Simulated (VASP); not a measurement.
**Be2C: single point with LDA**

The system is Be2C.

```xyz
3
Lattice="0.0000 2.1337 2.1337 2.1337 0.0000 2.1337 2.1337 2.1337 0.0000" Properties=species:S:1:pos:R:3 pbc="T T T"
Be    1.0668    1.0668    1.0668
Be    3.2005    3.2005    3.2005
C     0.0000    0.0000    0.0000
```

```json
{
  "Program": "VASP 6.6.1",
  "Task": "single point",
  "Functional": "LDA",
  "Potentials or basis": "VASP PAW LDA potentials, release 64 (Be, C)",
  "Cutoff": "520 eV",
  "k mesh": "8 × 8 × 8",
  "Occupations": "gaussian, width 0.1 eV",
  "Spin": "no spin polarisation",
  "Dipole correction": "no",
  "Further INCAR settings": "ALGO = Normal; EDIFF = 1e-07; NBANDS = 11"
}
```

```
Pressure               : 0.8 GPa
Band gap on the k mesh : 1.20 eV, indirect (least direct gap 4.10 eV)
```

Levels at points of the mesh, in eV from the valence-band top:
```tsv
k point	band 1	band 2	band 3	band 4	band 5	band 6	band 7	band 8
(0.00, 0.00, 0.00)	-15.18	0.00	0.00	0.00	4.10	4.10	4.10	7.35
(0.50, 0.00, 0.00)	-12.21	-8.96	-1.91	-1.91	5.01	5.01	7.60	9.99
(0.50, 0.50, 0.00)	-11.48	-6.85	-4.92	-4.92	1.20	6.11	13.56	13.56
```

It took 4.5 s on 1 thread of AMD EPYC 9R45 96-Core Processor (Zen 5), on a shared host, peak memory 0.09 GiB.

A k mesh can miss the band edges.
